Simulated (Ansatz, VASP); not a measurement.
# Si54C53 (V_C1) in two plane-wave programs

Aim: how closely do two programs agree when they are given the same cell, functional and k mesh? The cell is taken from a series of runs on this material, whose earlier steps may have relaxed, scaled, displaced or heated it; both programs get it as it stands.

Main program and level: Ansatz 0.2.0; plane waves, with VASP 6.6.1 beside it; single point at r2SCAN.

## Step 1: The starting structure

The cell holds 107 atoms: 54 Si and 53 C. Cell: a = 8.959 Å, b = 8.959 Å, c = 14.655 Å, α = 90.0°, β = 90.0°, γ = 120.0°. It derives from SiC (SiC (P6_3mc)). Nearest the centre at fractional (0.556, 0.444, 0.542): Si27 at 1.79 Å, Si47 at 1.80 Å, Si53 at 1.82 Å, Si29 at 1.86 Å, C75 at 2.89 Å, C103 at 2.92 Å, C100 at 2.93 Å, C65 at 2.95 Å. The cell carries charge +1.

## Step 2: Ansatz: single point, r2SCAN

Ansatz runs on its PAW soft_1 files.

A single point gives forces, pressure and levels at one fixed geometry, so differences don't come from the geometry; what else differs is listed under the comparison.

File input.yaml:

```yaml
crystal:
  checkpoint: "../qp1_M1.relax.run"
  host: checkpoint
total_charge: 1
basis:
  ecutwfc: 500
  xc_grid: 2
hamiltonian:
  xc: r2scan
  pseudopotentials: { kind: paw, azcp: { folder: soft_1 } }
kpoints:
  mp_grid: { grid: [2, 2, 2], shift: [0.5, 0.5, 0.5] }
magnetization:
  spin_polarized: true
  initial_magnetization: 1
  spin_locking: { lock_magnetization: hard }
scf:
  occupations: { method: fermi_dirac, width: 0.01 }
  max_iter: 100
output:
  forces: true
  eigenvalues: true
  charged_corrections:
    epsilon: [7.09, 7.09, 7.35]
    static_epsilon: [10.43, 10.43, 10.95]
    defect_position: [0.555556, 0.444444, 0.541528]
  eigenstates: { localisation: true }
  populations: true
  efg: {}
checkpoint:
  read: "../qp1_M1.relax.run"
  write: "../qp1_M1.point.run"
  compress: false
  write_wavefunctions: false
  write_every: 100000
```

Command:

```console
> ansatz run input.yaml --threads 8 --pin off --max-ram 15073MiB --backend cpu --events-out ev --progress --plain --runs-dir out
```

Numbers of over 12 decimals in the logs are rounded to 6 here.

Output:

```text
Warning: This run holds its total moment fixed (magnetization.spin_locking.lock_magnetization: hard) and mixes its density by anderson or broyden (scf.mixing.algorithm, typed or taken by auto). Slabs with a fixed moment have converged under broyden above another state at the same moment, at the default mixing steps and at smaller ones, and under scf.lower_state_search: standard, light or off a state that such a mixer [...]
crystal.checkpoint: the structure is that of <dir>, a `relax` run, at its step 7: its result, under r2scan at a charge of 1 e; 107 atoms read, 0 with a starting moment; crystal.structure_sha256 for this input is
Engine: ansatz 0.2.0, aarch64-unknown-linux-gnu
Pseudopotentials: kind: paw
Pseudopotential: Si, paw, valence charge 4, recommended cutoff 500 eV (meta_gga), soft_1/Si.paw.azcp
Pseudopotential: C, paw, valence charge 4, recommended cutoff 500 eV (meta_gga), soft_1/C.paw.azcp
Functional definition: r2SCAN
  parameter k0 = 0.174
  parameter k1 = 0.065
  parameter a1 = 4.9479
  exchange = r2scan_x(k0 = k0, k1 = k1, a1 = a1)
  correlation = r2scan_c
Crystal: 107 atoms, lattice volume = 1018.630 Å³
Basis set: ecut = 500 eV, 25889 PW (Γ), exchange–correlation on 144×144×216 points (8 copies of the dense FFT grid, shifted against one another)
Bands: 321, of which v1, the nominal top of the filled ones, is band 214 counted from 1 (213 counted from 0)
Symmetry: 1 space group operations
Space group: P1 (ITA 1), of the structure as read, at distance tolerance 1.0e-4 Å
Magnetic group: BNS 1.1 (UNI 1), of the structure as read, at distance tolerance 1.0e-4 Å
k-points: 4 of 8 (time reversal used)
Non-local potential: Si, projectors of the file, l = 0: 2, l = 1: 2, l = 2: 1
Non-local potential: C, projectors of the file, l = 0: 2, l = 1: 2, l = 2: 1
PAW form: soft (Blöchl's): semilocal exchange-correlation on the pseudo side does not see the compensation charge
PAW frozen core: Si, regenerated for the run's functional (the file was generated under x = pbe(κ = 0.804, μ = 0.219515), c = pbe(β = 0.066725))
PAW frozen core: C, regenerated for the run's functional (the file was generated under x = pbe(κ = 0.804, μ = 0.219515), c = pbe(β = 0.066725))
PAW one-centre angular grid: Si, 302 points (default); XC on 160 Gauss nodes
PAW one-centre angular grid: C, 302 points (default); XC on 219 of its mesh's 2255 points in the sphere
Initial density: read from a saved state, or passed on in memory by an earlier SCF of this step, an earlier step, the calling program or the single point that the run made first
Stability of the state it starts from, as read at its close in the collinear treatment: not read, because the mixer in use, unlike msr1, does not test its closes by its own steps (another_mixer); its run was given moments
Starting moments: Σ|m| = 1 μB on 107 of 107 sites; this step starts from the density that it was given
Initial wavefunctions: pseudopotential atomic-orbital guess — the wavefunctions supplied were not used: k-point sampling differs
Functional: x = r2scan, c = r2scan; τ floored in thin density (d = 2e-4 eV/Å³)
iter 1 solved again at ethr=2.36e-5 eV; its pass at ethr=3.10e-3 eV (dr2=1.01e-1 eV) is discarded
SCF iter   1: F=—  HF=-47880.729308 eV  |F-HF|=—  |Δ(HF+E_count)|=         —  Δρ=1.82e-3 (↑1.82e-3 ↓1.64e-3)  dr2=9.86e-2  dr2_τ=1.38e-3  dr2_m=2.77e-3  M=1.000 μB ∫|m|=1.156 μB  β_m=1.20  ethr=2.36e-5  ⟨swp⟩=8.2  Hψ=19655  notcnv=0
preconditioner: auto → Resta (q_TF=auto, 2.360 Å⁻¹)  ε∞=4.2  [insulator: Δε(μ)=0.581 eV  Ē_g=13.349 eV  σ=0.010 eV  W_gap=1.00  n_scr=244 (ndim 8)  ℏωp=24.0 eV  f_vac=0.000  D(μ)=0.00/eV (n_scr^D=0)  ε∞_Penn≈4.2]
spin=Collinear: Resta preconditioning applied to the charge; magnetization (m = ρ↑ − ρ↓) channel mixes plain (no charge-response kernel on spin).
SCF iter   2: F=—  HF=-47880.743276 eV  |F-HF|=—  |Δ(HF+E_count)|=   1.40e-2  Δρ=1.26e-3 (↑1.26e-3 ↓1.16e-3)  dr2=5.01e-2  dr2_τ=1.42e-4  dr2_m=4.39e-4  M=1.000 μB ∫|m|=1.151 μB  β_m=1.20  ethr=2.31e-5  ⟨swp⟩=4.6  Hψ=6014  notcnv=0  κ⁻¹=1.0e0(r=1)
SCF iter   3: F=—  HF=-47880.742887 eV  |F-HF|=—  |Δ(HF+E_count)|=   3.89e-4  Δρ=5.61e-4 (↑4.88e-4 ↓5.61e-4)  dr2=7.67e-3  dr2_τ=2.79e-5  dr2_m=1.10e-4  M=1.000 μB ∫|m|=1.154 μB  β_m=1.20  ethr=1.17e-5  ⟨swp⟩=7.0  Hψ=6802  notcnv=0  defer=1  κ⁻¹=7.1e-2(r=2)
[...]
k-point 3 ↓: bands = [... 210 lower, 10.1885, 10.2168, 10.4919, 12.6897, 12.8303, 13.1201, 13.2776, 13.4739, ... 103 higher]
--- Löwdin populations: 107 sites ---
  site symbol       q [e]    m [muB]
     0     Si      2.8643     0.0000
     1     Si      2.8644     0.0031
     2     Si      2.8781    -0.0007
     3     Si      2.8814     0.0002
     4     Si      2.8704     0.0185
     5     Si      2.8810    -0.0000
     6      C      5.0389     0.0001
     7      C      5.0382    -0.0001
     8      C      5.0254     0.0000
     9      C      5.0211     0.0015
    10      C      5.0095     0.0243
    11      C      5.0244    -0.0000
    12     Si      2.8659    -0.0002
    13     Si      2.8655     0.0059
    14     Si      2.8804    -0.0005
    15     Si      2.8834     0.0013
    16     Si      2.8895     0.0035
    17     Si      2.8807     0.0000
    18      C      5.0384    -0.0001
    19      C      5.0355     0.0002
    20      C      5.0225     0.0012
    21      C      5.0209     0.0022
    22      C      4.9867     0.0026
    23      C      5.0229     0.0014
[...]
99     Si      3.1441     0.1844
   100     Si      2.8806     0.0001
   101      C      5.0382     0.0000
   102      C      4.9995     0.0018
   103      C      5.0258    -0.0005
   104      C      5.0179    -0.0004
   105      C      5.0112     0.0291
   106      C      5.0244    -0.0000
  spilling = 0.010638 (of n_electrons = 427.000000)
```

## Step 3: VASP: single point, r2SCAN

The same cell, functional, mesh and smearing now go to VASP, with its own data sets.

Lines of VASP's logs that name or quote its potential files are left out, and so is its time.

File INCAR:

```
SYSTEM = Si54C53
PREC = Accurate
ENCUT = 580
EDIFF = 1E-06
NELM = 200
ISMEAR = -1
SIGMA = 0.01
LREAL = Auto
ALGO = Normal
METAGGA = R2SCAN
LASPH = .TRUE.
NELECT = 427
NBANDS = 288
ISPIN = 2
MAGMOM = 0 0 0 0 0.01 -0 0 0 0 0 0 0 0 -0 0 0 0 0 0 0 -0 0 0 -0 0 0 0.03 -0 0.04 0 0 0 0 0 0 0 0 0 0 0 0.01 -0 0 0 -0 0 0.02 0 0 -0 0 0 0.04 -0 0 -0 -0 0 0.02 -0 -0 0 0 0 0 0 0 -0 -0 -0 0 0 -0 0 0 0 0.02 0 0 0.02 0.02 -0 -0 0 -0 0 -0 0.02 0 0 0 0 0 0 -0 0 0.01 0.02 0 0 -0 -0 0 -0 -0 0.02 -0
LORBIT = 11
LWAVE = .FALSE.
LCHARG = .FALSE.
ISIF = 2
ISYM = 0
NUPDOWN = 1
GGA_COMPAT = .FALSE.
LMIXTAU = .TRUE.
```

File POSCAR:

```
Si54C53
1.0
    8.9589150803      0.0000000000      0.0000000000
   -4.4794575402      7.7586480499      0.0000000000
    0.0000000000      0.0000000000     14.6546284706
Si C
54 53
Direct
    0.1121029853      0.2229514569      0.8329083855
    0.2196046293      0.1089226123      0.3320797761
    0.2231495010      0.1131242849      0.6657243052
[... 1 atom line left out ...]
    0.9985627363      0.0007672008      0.4989864048
[... 2 atom lines left out ...]
    0.2203808427      0.4446290589      0.3325648837
    0.2228543519      0.4447136544      0.6662232266
[... 1 atom line left out ...]
    0.9981765552      0.3328897393      0.4989683769
[... 5 atom lines left out ...]
    0.9993090224      0.6676433447      0.4995470059
[... 1 atom line left out ...]
    0.4473306231      0.2265401485      0.8310100920
    0.5529308640      0.1097286023      0.3326759922
    0.5568789940      0.1131228645      0.6663924237
[... 1 atom line left out ...]
    0.3299058737      0.9966977205      0.4990777803
[... 1 atom line left out ...]
    0.4465177209      0.5565755090      0.8324808597
    0.5532223561      0.4440284011      0.3319473575
    0.5637721878      0.4560990286      0.6632402964
[... 1 atom line left out ...]
    0.3314294109      0.3250586970      0.4973977208
[... 2 atom lines left out ...]
    0.5539998959      0.7764341098      0.3342170085
    0.5570761297      0.7820498790      0.6670181473
[... 1 atom line left out ...]
    0.3329005687      0.6660071120      0.4992625560
[... 5 atom lines left out ...]
    0.6671841704      0.0014166431      0.4988952664
[... 1 atom line left out ...]
    0.7793692088      0.5571528812      0.8330141025
    0.8877817767      0.4452718117      0.3330416283
    0.8900906447      0.4453934206      0.6667018716
[... 1 atom line left out ...]
    0.6581666457      0.3298704408      0.4989188874
[... 2 atom lines left out ...]
    0.8867252968      0.7764514506      0.3339319774
    0.8929749216      0.7826081413      0.6669189206
[... 1 atom line left out ...]
    0.6692712675      0.6686227658      0.5056672048
[... 3 atom lines left out ...]
    0.1123413986      0.2232575122      0.7078090299
[... 1 atom line left out ...]
    0.2197045405      0.1076363057      0.5411738422
[... 5 atom lines left out ...]
    0.2261546924      0.4436609993      0.5412583516
[... 2 atom lines left out ...]
    0.9988123332      0.6669187654      0.3748534378
[... 5 atom lines left out ...]
    0.3311274193      0.9992395307      0.3743838483
    0.4489229650      0.2302292133      0.7031254417
[... 1 atom line left out ...]
    0.5523282688      0.1103121860      0.5417064534
[... 2 atom lines left out ...]
    0.3313815354      0.3323012125      0.3735684802
    0.4463034809      0.5582420906      0.7059513079
    0.5548838028      0.4449665093      0.2078039877
[... 2 atom lines left out ...]
    0.3315858884      0.6663692344      0.3746729263
[... 2 atom lines left out ...]
    0.5543217660      0.7781774886      0.5423611031
[... 3 atom lines left out ...]
    0.7786904316      0.2235059573      0.7079257485
[... 4 atom lines left out ...]
    0.6633729796      0.3337437603      0.3749823276
    0.7821001956      0.5594249068      0.7071119973
[... 1 atom line left out ...]
    0.8825284691      0.4447001631      0.5416483558
[... 2 atom lines left out ...]
    0.6631004733      0.6622582141      0.3789820352
    0.7792666632      0.8906045011      0.7081316627
[... 1 atom line left out ...]
    0.8916056157      0.7806988258      0.5424266475
    0.7782520421      0.8893180846      0.0415681325
```

File KPOINTS:

```
Points of the shifted mesh
8
Reciprocal
 0.2500000000  0.2500000000  0.2500000000 1
 0.2500000000  0.2500000000  0.7500000000 1
 0.2500000000  0.7500000000  0.2500000000 1
 0.2500000000  0.7500000000  0.7500000000 1
 0.7500000000  0.2500000000  0.2500000000 1
 0.7500000000  0.2500000000  0.7500000000 1
 0.7500000000  0.7500000000  0.2500000000 1
 0.7500000000  0.7500000000  0.7500000000 1
```

Potentials, in the order of the species: Si and C (PBE family, release 64).

Command:

```console
> export OMP_NUM_THREADS=3
> mpirun -np 1 vasp_std
```

Output:

```text
[banner, memory and clock lines left out]
running    1 mpi-ranks, on    1 nodes
[...]
Offloading initialized ...    1 GPUs detected
[...]
|                                                                             |
|               ----> ADVICE to this user running VASP <----                  |
|                                                                             |
|     You enforced a specific xc type in the INCAR file but a different       |
|     [... a line on the potential file left out ...]
|     I HOPE YOU KNOW WHAT YOU ARE DOING!                                     |
|                                                                             |

 LDA part: xc-table for (None), standard interpolation
 POSCAR, INCAR and KPOINTS ok, starting setup
[...]
entering main loop
       N       E                     dE             d eps       ncg     rms          rms(c)
DAV:   1     0.125276228505E+04    0.12528E+04   -0.21920E+05  9216   0.153E+03
DAV:   2    -0.104138480686E+04   -0.22941E+04   -0.21650E+04 11216   0.264E+02
DAV:   3    -0.119942697798E+04   -0.15804E+03   -0.15623E+03 11192   0.644E+01
DAV:   4    -0.120261611561E+04   -0.31891E+01   -0.31760E+01 11096   0.100E+01
DAV:   5    -0.120269195283E+04   -0.75837E-01   -0.75725E-01 11104   0.146E+00BRMIX: very serious problems
 the old and the new charge density differ
 old charge density:   428.00000 new  427.00000
    0.747E+01
DAV:   6    -0.103165825663E+04    0.17103E+03   -0.25926E+02 10416   0.231E+01    0.424E+01
DAV:   7    -0.103243910617E+04   -0.78085E+00   -0.44743E+01 10952   0.984E+00    0.174E+01
DAV:   8    -0.103296579234E+04   -0.52669E+00   -0.18259E+00 10648   0.240E+00    0.417E+00
DAV:   9    -0.103300084093E+04   -0.35049E-01   -0.18752E-01 10424   0.856E-01    0.116E+00
[...]
DAV:  16    -0.103300704899E+04   -0.20767E-05   -0.76510E-07  5880   0.197E-03    0.351E-03
DAV:  17    -0.103300705005E+04   -0.10588E-05   -0.30722E-07  5720   0.115E-03    0.194E-03
DAV:  18    -0.103300705035E+04   -0.29959E-06   -0.13164E-07  5496   0.738E-04
   1 F= -.10330071E+04 E0= -.10330071E+04  d E =-.246213E-12  mag=     0.9996
```

Parts of OUTCAR (step 3):

```text
  FREE ENERGIE OF THE ION-ELECTRON SYSTEM (eV)
  ---------------------------------------------------
  free  energy   TOTEN  =     -1033.0070503473 eV

  energy  without entropy=    -1033.0070503473  energy(sigma->0) =    -1033.00705035

 magnetization (x)
# of ion       s       p       d       tot
------------------------------------------
    1        0.000   0.000   0.000   0.000
    2        0.000   0.001   0.000   0.001
    3       -0.000  -0.000   0.000  -0.000
    4        0.000   0.000   0.000   0.000
    5        0.004   0.008   0.000   0.011
    6       -0.000  -0.000   0.000  -0.000
    7        0.000  -0.000   0.000   0.000
    8        0.000   0.002   0.000   0.003
    9       -0.000  -0.000   0.000  -0.001
   10        0.000   0.001   0.000   0.001
   11        0.001   0.001   0.000   0.002
   12       -0.000  -0.000   0.000  -0.000
   13       -0.000   0.000   0.000   0.000
[...]
--------------------------------------------------
tot          0.109   0.357   0.000   0.465
```

The cell is charged against a uniform background. The gap is read on the k-mesh alone, so it is an upper bound where the band edges lie off the mesh.

## Step 4: Comparison

Known differences besides the potentials themselves: VASP starts from the moments at which Ansatz ended; VASP keeps PBE cores, Ansatz makes them for the functional; the cutoff is 500 eV in Ansatz and 580 eV in VASP (PREC = Accurate, projectors in real space); site moments are counted in spheres of each program's own size. Total energies have different zeros and are not compared.

Both answers:

| quantity | Ansatz | VASP | difference |
| --- | --- | --- | --- |
| total moment, fixed by the input (μB) | 1.00 | 1.00 | 0.00 |
| moment on Si29 (μB) | 0.04 | 0.09 | -0.05 |
| moment on Si53 (μB) | 0.04 | 0.07 | -0.04 |
| moment on Si27 (μB) | 0.03 | 0.05 | -0.02 |

Forces on 7 of the 107 atoms, those with the largest forces and the largest differences (eV/Å; atoms numbered as in POSCAR):

```
atom          Ansatz x, y, z            VASP x, y, z
 Si5   -0.247, 0.123, -0.177   -0.249, 0.126, -0.175
Si23   0.234, -0.071, -0.015   0.236, -0.070, -0.011
Si27    -0.130, 0.207, 0.170    -0.128, 0.210, 0.196
Si29    0.030, 0.180, -0.229    0.010, 0.162, -0.237
Si47  -0.036, -0.127, -0.258  -0.020, -0.142, -0.265
Si53  -0.285, -0.057, -0.007  -0.283, -0.032, -0.007
 C97   0.192, -0.090, -0.149   0.185, -0.086, -0.157
```

The forces differ by 4.2 meV/Å r.m.s., which is 6.2 % of the r.m.s. force of 0.068 eV/Å (both taken over all components). The cell carries a charge of +1 e against a uniform background, so its pressure also hangs on how the neutralising background is counted, and in a defect's cell a gap may be the spacing between its levels.

## Step 5: Results

```json
{
  "r.m.s. force difference (single point, r2SCAN)": "4.2 meV/Å"
}
```

The r.m.s. force difference is 4.2 meV/Å (single point, r2SCAN), within the 12 meV/Å picked in this series as the mark of a large difference. How closely two codes agree says nothing of how well the functional describes the real material.

[Lines on the potential files, build, host, timing and source positions are cut from VASP's logs without a mark.]

[Logs are printed without paths, hosts, clocks, repeated set-up lines and the standing remarks that a program may print on its own settings, such as how far it seeks lower states.]

[Hosts, paths, dates, database ids (printed as entryN), source tags and the programs' standing remarks are cut or masked in the printed files.]
